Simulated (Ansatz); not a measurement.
# Te2Mo sheet: levels of theory, part 2 of 2

Aim: for Te2Mo sheet, compare levels of theory; the runs are relaxing the atoms and single point.

Ansatz 0.2.0; DFT PBE+D3(BJ), scalar-relativistic, plane waves, PAW, and further levels as typed in the inputs. The steps go on from the part before.

**3. Single point: LDA**

It takes the final geometry of step 2.

The input, input.yaml:

```yaml
crystal:
  lattice:
    - [3.52, 0.0, 0.0]
    - [-1.76, 3.0484094213, 0.0]
    - [0.0, 0.0, 31.0399999993]
  atoms:
    - { symbol: Te, position: [0.6666666667, 0.3333333333, 0.2899200695] }
    - { symbol: Mo, position: [0.3333333333, 0.6666666667, 0.3482603093] }
    - { symbol: Te, position: [0.6666666667, 0.3333333333, 0.4066005491] }
  periodic: [true, true, false]
scf:
  occupations: { method: gaussian, width: 0.01 }
  n_extra_bands: 8
output:
  eigenvalues: true
  eigenstates:
    kpoints:
      - [0.0, 0.0, 0.0]
      - [0.016667, 0.016667, 0.0]
      - [0.033333, 0.033333, 0.0]
      - [0.05, 0.05, 0.0]
      - [0.066667, 0.066667, 0.0]
      - [0.1, 0.1, 0.0]
      - [0.133333, 0.133333, 0.0]
      - [0.166667, 0.166667, 0.0]
      - [0.2, 0.2, 0.0]
      - [0.233333, 0.233333, 0.0]
      - [0.25, 0.25, 0.0]
      - [0.266667, 0.266667, 0.0]
      - [0.283333, 0.283333, 0.0]
      - [0.3, 0.3, 0.0]
      - [0.316667, 0.316667, 0.0]
      - [0.333333, 0.333333, 0.0]
      - [0.35, 0.35, 0.0]
      - [0.366667, 0.366667, 0.0]
      - [0.383333, 0.383333, 0.0]
      - [0.4, 0.4, 0.0]
      - [0.025, 0.0, 0.0]
      - [0.05, 0.0, 0.0]
      - [0.075, 0.0, 0.0]
      - [0.1, 0.0, 0.0]
      - [0.5, 0.0, 0.0]
    top_band: c8
    e_range: [-2.5, 2.5]
kpoints:
  mp_grid: { grid: [12, 12, 1] }
hamiltonian:
  xc: lda
```

On the command line:

```console
> ansatz run input.yaml --threads 4 --pin off --max-ram 12288MiB --backend cpu --events-out ev --progress --plain --runs-dir out
```

The log of the run:

```text
Warning: RAYON_NUM_THREADS=4 ignored (pool sized by the plan → 4); use --threads N
scf.n_extra_bands = 8 over 23 filled bands (N_el = 46.0): the run solves 31 bands
Engine: ansatz 0.2.0, x86_64-unknown-linux-gnu
Pseudopotentials: kind: paw
Pseudopotential: Te, paw, valence charge 16, recommended cutoff 420 eV (normal), Te.paw.azcp
Pseudopotential: Mo, paw, valence charge 14, recommended cutoff 420 eV (normal), Mo.paw.azcp
Functional definition: SPW92
  exchange = slater_x
  correlation = pw_c
Crystal: 3 atoms, lattice volume = 333.072 Å³
Basis set: ecut = 420 eV, 6445 PW (Γ)
Bands: 31, of which v1, the nominal top of the filled ones, is band 23 counted from 1 (22 counted from 0)
Symmetry: 12 space group operations
Space group: P-6m2 (ITA 187), of the structure as read, at distance tolerance 6.9e-5 Å
k-points: 19 of 144 (time reversal used)
Non-local potential: Te, projectors of the file, l = 0: 2, l = 1: 2, l = 2: 2, l = 3: 2
Non-local potential: Mo, projectors of the file, l = 0: 3, l = 1: 2, l = 2: 2, l = 3: 1
PAW form: soft (Blöchl's): semilocal exchange-correlation on the pseudo side does not see the compensation charge
PAW frozen core: Te, regenerated for the run's functional, and the local potential with it (the file was generated under x = pbe(κ = 0.804, μ = 0.2195149727645171), c = pbe(β = 0.06672455060314922))
PAW frozen core: Mo, regenerated for the run's functional, and the local potential with it (the file was generated under x = pbe(κ = 0.804, μ = 0.2195149727645171), c = pbe(β = 0.06672455060314922))
PAW one-centre angular grid: Te, 590 points (default); XC on 64 Gauss nodes
PAW one-centre angular grid: Mo, 590 points (default); XC on 64 Gauss nodes
Initial density: superposition of atomic densities (neutral atoms: chi_scale 0, normalization atom), corrected by the library's trained network
Initial wavefunctions: pseudopotential atomic-orbital guess
Functional: x = slater, c = lda
SCF iter   1: F=—  HF=-18497.937922 eV  |F-HF|=—  |Δ(HF+E_count)|=         —  Δρ=3.55e-3  dr2=2.17e-2  ethr=1.77e-3  ⟨swp⟩=16.1  Hψ=4621  notcnv=0
preconditioner: auto → Resta (q_TF=auto, 1.962 Å⁻¹)  ε∞=2.0  [insulator: Δε(μ)=1.171 eV  Ē_g=8.636 eV  σ=0.010 eV  W_gap=1.00  n_scr=18 (ndim 8)  ℏωp=8.6 eV  f_vac=0.751  D(μ)=0.00/eV (n_scr^D=0)  ε∞_Penn≈2.0  vacuum switching on, ρ_ref=5.4e-3 e/Å³]
SCF iter   2: F=—  HF=-18497.935545 eV  |F-HF|=—  |Δ(HF+E_count)|=   2.38e-3  Δρ=2.06e-3  dr2=2.27e-2  ethr=4.71e-5  ⟨swp⟩=4.1  Hψ=1352  notcnv=0  defer=68
SCF iter   3: F=—  HF=-18497.937275 eV  |F-HF|=—  |Δ(HF+E_count)|=   1.73e-3  Δρ=1.94e-3  dr2=3.41e-2  ethr=4.71e-5  ⟨swp⟩=4.4  Hψ=1010  notcnv=0  defer=68
SCF iter   4: F=—  HF=-18497.934009 eV  |F-HF|=—  |Δ(HF+E_count)|=   3.27e-3  Δρ=2.13e-4  dr2=1.19e-4  ethr=4.71e-5  ⟨swp⟩=2.5  Hψ=706  notcnv=0  defer=68
SCF iter   5: F=—  HF=-18497.934151 eV  |F-HF|=—  |Δ(HF+E_count)|=   1.42e-4  Δρ=1.27e-4  dr2=1.23e-4  ethr=2.59e-7  ⟨swp⟩=4.0  Hψ=1303  notcnv=0  defer=68
SCF iter   6: F=—  HF=-18497.934138 eV  |F-HF|=—  |Δ(HF+E_count)|=   1.26e-5  Δρ=3.23e-5  dr2=5.21e-6  ethr=2.59e-7  ⟨swp⟩=2.0  Hψ=628  notcnv=0  defer=68
SCF iter   7: F=—  HF=-18497.934228 eV  |F-HF|=—  |Δ(HF+E_count)|=   9.04e-5  Δρ=8.79e-6  dr2=4.33e-7  ethr=1.13e-8  ⟨swp⟩=3.2  Hψ=931  notcnv=0  defer=68
SCF iter   8: F=-18497.934228 eV  HF=-18497.934228 eV  |F-HF|=1.96e-8  |Δ(HF+E_count)|=   2.22e-8  Δρ=3.05e-6  dr2=2.57e-8  ethr=2.17e-10  ⟨swp⟩=15.7  Hψ=2887  notcnv=0
SCF 1 converged in 8 iterations: F = -18497.934228 eV  dr2 = 2.57e-8
NSCF: frozen V_eff on 25 k-points
SCF converged after 8 iterations
Free energy (F): -18497.934228 eV
Harris-Foulkes:  -18497.934228 eV  (|F-HF|=1.96e-8)
Internal energy: -18497.934228 eV  (E = F + TS)
E sigma→0 (E₀):  -18497.934228 eV
Fermi energy:    -4.547605 eV
--- Per-component energies (eV) ---
  E_band       = -1369.041325
  E_kinetic    = 806.450352
  E_local      = -108938.481604  (includes V_loc(G=0)·N_el)
  E_nonlocal   = -460.342385
  E_hartree    = 54288.024726
  E_xc         = -430.354594
  E_vxc        = -438.718680  (∫ρ·V_xc dr)
  E_paw        = -12110.529631  (= ΣΔE_a)
  E_vpaw       = -913.993384  (= ΣTr[D̂ρ^β])
  E_aug_tail   = -0.000325  (compensation charges beyond the density's cutoff)
  E_ewald      = 48345.469093
  E_core_change = 1.830139  (= ΣΔE_core)
  E_smearing   = -0.000000  (= −TS)
  E_closure    = -0.000000  (closes the sum)
  Σ components = -18497.934228   (vs F -18497.934228, Δ=0.00e0)
--- Band table (eV; the first three rows and the last of 19) ---
  k-point 0: bands = ["-65.6368", "-41.5029", "-41.5029", "-41.4913", "-41.4913", "-41.4358", "-41.4358", "-41.4250", "-41.4250", "-41.4139", "-41.4052", "-39.8568", "-39.6932", "-39.6932", "-17.8144", "-16.8897", "-10.1102", "-6.9135", "-6.7305", "-6.7305", "-5.9508", "-5.9508", "-5.6357", "-1.9798 (-1.9798°)", "-1.9798 (-1.9798°)", "-1.7088 (-1.7088°)", "-1.7088 (-1.7088°)", "-0.8005 (-0.8015°)", "-0.4503 (-0.4560°)", "0.4935", "0.6872"]
  k-point 1: bands = ["-65.6362", "-41.5022", "-41.5013", "-41.4924", "-41.4899", "-41.4364", "-41.4361", "-41.4270", "-41.4251", "-41.4132", "-41.4044", "-39.8520", "-39.7027", "-39.6950", "-17.7177", "-16.8223", "-10.0023", "-7.0857", "-6.9464", "-6.6499", "-6.0794", "-5.8757", "-5.6388", "-2.3879", "-2.2869", "-1.9170", "-1.8993", "-0.6134 (-0.6148°)", "-0.3312 (-0.3370°)", "0.6412", "0.8001"]
  k-point 2: bands = ["-65.6345", "-41.5003", "-41.4970", "-41.4959", "-41.4860", "-41.4379", "-41.4371", "-41.4321", "-41.4255", "-41.4116", "-41.4022", "-39.8389", "-39.7286", "-39.6997", "-17.4368", "-16.6269", "-9.7038", "-7.5252", "-7.4815", "-6.4217", "-6.3956", "-5.9314", "-5.7056", "-3.1601", "-2.9181", "-2.3975", "-1.7246", "-0.2969 (-0.2982°)", "0.0088 (0.0030°)", "0.9716", "1.1324"]
  k-point 18: bands = ["-65.6264", "-41.5082", "-41.4851", "-41.4793", "-41.4788", "-41.4557", "-41.4439", "-41.4308", "-41.4306", "-41.4068", "-41.3924", "-39.8082", "-39.7776", "-39.7652", "-15.4960", "-15.3063", "-9.6443", "-9.4984", "-8.9247", "-8.0823", "-8.0061", "-6.8627", "-5.1193", "-3.9760", "-3.2697", "-2.5387", "-1.0125", "-0.0148", "0.0356", "2.1859", "3.2137"]
  ° read free of the cell's end (the report's vacuum.weakly_bound_levels)
```

Wall time 8.9 s (4 threads of Intel Xeon Platinum 8488C (Sapphire Rapids), shared host); peak memory 0.69 GiB.

**4. Single point: r2SCAN**

It takes the final geometry of step 2.

input.yaml: that of step 3 with these lines changed.

```diff
@@ -47,2 +47,2 @@
 hamiltonian:
-  xc: lda
+  xc: r2scan
```

On the command line:

```console
> ansatz run input.yaml --threads 4 --pin off --max-ram 12288MiB --backend cpu --events-out ev --progress --plain --runs-dir out
```

The log of the run:

```text
Warning: RAYON_NUM_THREADS=4 ignored (pool sized by the plan → 4); use --threads N
scf.n_extra_bands = 8 over 23 filled bands (N_el = 46.0): the run solves 31 bands
[... 2 set-up lines as earlier in the session ...]
Pseudopotential: Te, paw, valence charge 16, recommended cutoff 500 eV (meta_gga), Te.paw.azcp
Pseudopotential: Mo, paw, valence charge 14, recommended cutoff 500 eV (meta_gga), Mo.paw.azcp
Functional definition: r2SCAN
  parameter k0 = 0.174
  parameter k1 = 0.065
  parameter a1 = 4.9479
  exchange = r2scan_x(k0 = k0, k1 = k1, a1 = a1)
  correlation = r2scan_c
Crystal: 3 atoms, lattice volume = 333.072 Å³
Basis set: ecut = 500 eV, 8453 PW (Γ), exchange–correlation on 108×108×960 points (64 copies of the dense FFT grid, shifted against one another)
Bands: 31, of which v1, the nominal top of the filled ones, is band 23 counted from 1 (22 counted from 0)
[... 2 set-up lines as earlier in the session ...]
k-points: 19 of 144 (time reversal used)
[... 3 set-up lines as earlier in the session ...]
PAW frozen core: Te, regenerated for the run's functional (the file was generated under x = pbe(κ = 0.804, μ = 0.2195149727645171), c = pbe(β = 0.06672455060314922))
PAW frozen core: Mo, regenerated for the run's functional (the file was generated under x = pbe(κ = 0.804, μ = 0.2195149727645171), c = pbe(β = 0.06672455060314922))
PAW one-centre angular grid: Te, 590 points (default); XC on 160 Gauss nodes
PAW one-centre angular grid: Mo, 590 points (default); XC on 160 Gauss nodes
[... 2 set-up lines as earlier in the session ...]
Functional: x = r2scan, c = r2scan; τ floored in thin density (d = 2e-4 eV/Å³)
SCF iter   1: F=—  HF=-18958.048563 eV  |F-HF|=—  |Δ(HF+E_count)|=         —  Δρ=3.89e-3  dr2=8.66e-2  dr2_τ=1.92e-2  ethr=1.77e-3  ⟨swp⟩=16.7  Hψ=4786  notcnv=0
preconditioner: auto → Resta (q_TF=auto, 1.962 Å⁻¹)  ε∞=1.9  [insulator: Δε(μ)=1.231 eV  Ē_g=9.080 eV  σ=0.010 eV  W_gap=1.00  n_scr=18 (ndim 8)  ℏωp=8.6 eV  f_vac=0.751  D(μ)=0.00/eV (n_scr^D=0)  ε∞_Penn≈1.9  vacuum switching on, ρ_ref=6.0e-3 e/Å³]
SCF iter   2: F=—  HF=-18958.100896 eV  |F-HF|=—  |Δ(HF+E_count)|=   5.23e-2  Δρ=4.66e-3  dr2=2.34e-1  dr2_τ=1.55e-2  ethr=1.88e-4  ⟨swp⟩=4.3  Hψ=1398  notcnv=0  defer=67  recentre
SCF iter   3: F=—  HF=-18958.073672 eV  |F-HF|=—  |Δ(HF+E_count)|=   2.72e-2  Δρ=1.98e-3  dr2=8.61e-3  dr2_τ=2.41e-4  ethr=1.88e-4  ⟨swp⟩=3.7  Hψ=873  notcnv=0  defer=67
SCF iter   4: F=—  HF=-18958.080012 eV  |F-HF|=—  |Δ(HF+E_count)|=   6.34e-3  Δρ=3.10e-4  dr2=2.01e-4  dr2_τ=1.40e-4  ethr=1.87e-5  ⟨swp⟩=4.6  Hψ=1411  notcnv=0  defer=67
SCF iter   5: F=—  HF=-18958.080186 eV  |F-HF|=—  |Δ(HF+E_count)|=   1.73e-4  Δρ=1.02e-4  dr2=2.05e-5  dr2_τ=2.35e-6  ethr=4.37e-7  ⟨swp⟩=4.1  Hψ=1495  notcnv=0  defer=67
SCF iter   6: F=—  HF=-18958.080268 eV  |F-HF|=—  |Δ(HF+E_count)|=   8.17e-5  Δρ=4.34e-5  dr2=3.91e-6  dr2_τ=4.56e-7  ethr=4.47e-8  ⟨swp⟩=3.4  Hψ=1081  notcnv=0  defer=67
SCF iter   7: F=—  HF=-18958.080275 eV  |F-HF|=—  |Δ(HF+E_count)|=   7.90e-6  Δρ=1.08e-5  dr2=2.68e-7  dr2_τ=7.32e-8  ethr=8.50e-9  ⟨swp⟩=3.7  Hψ=1206  notcnv=0  defer=67
SCF iter   8: F=-18958.080276 eV  HF=-18958.080276 eV  |F-HF|=3.06e-8  |Δ(HF+E_count)|=   5.46e-7  Δρ=2.01e-6  dr2=1.10e-8  dr2_τ=2.57e-10  ethr=2.17e-10  ⟨swp⟩=16.4  Hψ=3003  notcnv=0
SCF 1 converged in 8 iterations: F = -18958.080276 eV  dr2 = 1.10e-8
NSCF: frozen V_eff on 25 k-points
SCF converged after 8 iterations
Free energy (F): -18958.080276 eV
Harris-Foulkes:  -18958.080276 eV  (|F-HF|=3.06e-8)
Internal energy: -18958.080276 eV  (E = F + TS)
E sigma→0 (E₀):  -18958.080276 eV
Fermi energy:    -4.370401 eV
--- Per-component energies (eV) ---
  E_band       = -1400.711706
  E_kinetic    = 802.470246
  E_local      = -108910.304733  (includes V_loc(G=0)·N_el)
  E_nonlocal   = -476.826687
  E_hartree    = 54281.019407
  E_xc         = -409.051228
  E_vxc        = -479.916914  (∫ρ·V_xc dr)
  E_paw        = -12591.204807  (= ΣΔE_a)
  E_vpaw       = -928.938891  (= ΣTr[D̂ρ^β])
  E_aug_tail   = -0.000075  (compensation charges beyond the density's cutoff)
  E_vtau       = 30.759829  (kinetic-family band-sum trace: ∫τ·v_τ [+ j·A + Jᵃ·Aᵃ] dr)
  E_ewald      = 48345.469093
  E_core_change = 0.348507  (= ΣΔE_core)
  E_smearing   = -0.000000  (= −TS)
  E_closure    = -0.000000  (closes the sum)
  Σ components = -18958.080276   (vs F -18958.080276, Δ=0.00e0)
--- Band table (eV; the first three rows and the last of 19) ---
  k-point 0: bands = ["-67.6403", "-42.4457", "-42.4457", "-42.4290", "-42.4290", "-42.3672", "-42.3672", "-42.3535", "-42.3535", "-42.3377", "-42.3281", "-41.0665", "-40.9092", "-40.9092", "-18.2109", "-17.2068", "-10.2644", "-6.9353", "-6.7272", "-6.7272", "-5.9243", "-5.9243", "-5.5408", "-1.7206 (-1.7206°)", "-1.7206 (-1.7206°)", "-1.4263 (-1.4263°)", "-1.4263 (-1.4263°)", "-0.2754 (-0.2845°)", "-0.0559 (-0.0923°)", "0.7118", "0.9022"]
  k-point 1: bands = ["-67.6396", "-42.4447", "-42.4439", "-42.4307", "-42.4274", "-42.3679", "-42.3676", "-42.3561", "-42.3536", "-42.3370", "-42.3272", "-41.0604", "-40.9195", "-40.9110", "-18.1080", "-17.1349", "-10.1536", "-7.1137", "-6.9478", "-6.6442", "-6.0604", "-5.8563", "-5.5468", "-2.0995", "-1.9745", "-1.6478 (-1.6478°)", "-1.6359 (-1.6359°)", "-0.1279 (-0.1389°)", "0.0609 (0.0236°)", "0.8414", "1.0160"]
  k-point 2: bands = ["-67.6378", "-42.4420", "-42.4390", "-42.4356", "-42.4232", "-42.3699", "-42.3687", "-42.3626", "-42.3540", "-42.3353", "-42.3248", "-41.0439", "-40.9478", "-40.9158", "-17.8085", "-16.9263", "-9.8481", "-7.5429", "-7.5255", "-6.4099", "-6.3948", "-5.9299", "-5.6216", "-2.8639", "-2.5977", "-2.1557", "-1.4528 (-1.4528°)", "0.1929 (0.1830°)", "0.4037 (0.3652°)", "1.1637", "1.3520"]
  k-point 18: bands = ["-67.6287", "-42.4573", "-42.4257", "-42.4158", "-42.4149", "-42.3923", "-42.3760", "-42.3600", "-42.3596", "-42.3316", "-42.3139", "-41.0373", "-40.9829", "-40.9679", "-15.7147", "-15.5011", "-9.7696", "-9.6519", "-9.0079", "-8.1767", "-8.1194", "-6.9276", "-4.9855", "-3.7553", "-3.0151", "-2.2808", "-0.6344", "0.4234", "0.5522", "2.8769", "3.9143"]
  ° read free of the cell's end (the report's vacuum.weakly_bound_levels)
```

Run time: 16 s. Hardware: 4 threads of Intel Xeon Platinum 8488C (Sapphire Rapids), shared host; peak memory 1.3 GiB.

**5. Results**

This closing draws on all 2 parts.

| step | level | energy (eV) | gap on the mesh (eV) | time |
| --- | --- | --- | --- | --- |
| 2 | PBE+D3(BJ) | -18917.913 | 1.15 | 12 s |
| 3 | LDA | -18497.934 | 1.14 | 8.9 s |
| 4 | r2SCAN | -18958.080 | 1.23 | 16 s |

Totals of different systems or levels have different zeros; only balanced differences at one level mean anything.

In words: The gap on the mesh runs from 1.14 eV with LDA to 1.23 eV with r2SCAN. These runs have no spin-orbit coupling; with Te it would split and shift bands.

These are semilocal Kohn-Sham gaps, which aren't the measured quantity. Such gaps usually fall short of the measured ones; spin-orbit coupling, left out here, narrows gaps with Te, so the two errors partly cancel.
